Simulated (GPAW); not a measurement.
Crystal: MnS.

```
Mn S
1.0
     0.00000    2.60450    2.60450
     2.60450    0.00000    2.60450
     2.60450    2.60450    0.00000
Mn S
1 1
Cartesian
  0.0000 0.0000 0.0000
  2.6045 2.6045 2.6045
```

Program: GPAW 26.7.0. Alike in all runs: spin collinear, ferromagnetic start; cell as given.

Problem. Order these runs on this cell by their pressure, lowest first.
A. level PBEsol; potentials or basis PAW data sets generated in the run's folder for this functional, pw; k mesh 9 × 9 × 9; cutoff (eV) 600; smearing gaussian 0.1 eV; maxiter 150
B. level PBE+U; potentials or basis GPAW PAW data sets (gpaw-data 1.2.1), pw; U Mn d U = 5.3 eV; k mesh 7 × 7 × 7; cutoff (eV) 600; smearing fermi-dirac 0.05 eV; maxiter 150; band path GXWKGLUWLK,UX; band points 80
C. level PBE; potentials or basis GPAW PAW data sets (gpaw-data 1.2.1), pw; k mesh 9 × 9 × 9; cutoff (eV) 600; smearing gaussian 0.018 eV; maxiter 150
D. level LDA; potentials or basis the program's PAW data sets (release 1.2.1) made for this functional, pw; k mesh 7 × 7 × 7; cutoff (eV) 450; smearing fermi-dirac 0.05 eV; maxiter 120; convergence default
E. level revPBE; potentials or basis the program's PAW data sets (release 1.2.1) made for this functional, pw; k mesh 9 × 9 × 9; cutoff (eV) 600; smearing fermi-dirac 0.05 eV; maxiter 150; band path GXWKGLUWLK,UX; band points 80

Solution. D (-11.6 GPa), A (-7.2 GPa), C (-2.8 GPa), E (-0.3 GPa), B (6.2 GPa).

Caveats: a cell with one magnetic atom can't hold antiferromagnetic order, which such compounds often take; the cutoff is short for stress and forces, so pressures can be off by a GPa or more (some runs).

Not every run made on this cell is shown here.
